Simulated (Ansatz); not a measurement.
**Relativity in WC**

```
W C
1.0
     2.90050    0.00000    0.00000
    -1.45025    2.51191    0.00000
     0.00000    0.00000    2.82900
W C
1 1
Direct
  0.00000 0.00000 0.00000
  0.66667 0.33333 0.50000
```

Atom numbers follow the list: W1, C2.

The geometry is COD entry 2102244, unchecked; take it as a test cell.

One fixed cell is solved with PBE by all-electron LAPW in Ansatz 0.2.0 under different relativistic treatments. Pressure is positive in compression.

The runs use a Γ-centred 13×13×12 k mesh, Fermi–Dirac smearing of 0.05 eV, basis error target 1 meV/atom, no spin polarisation.

```tsv
setting	P (GPa)
scalar-relativistic	8.47
non-relativistic	?
with spin–orbit coupling	?
scalar-relativistic, point nuclei	8.46
```

Task: Fill in "P (GPa)" for the row "non-relativistic".

Result: 28.78.

Task: Fill in "P (GPa)" for the row "with spin–orbit coupling".

Result: 8.18.
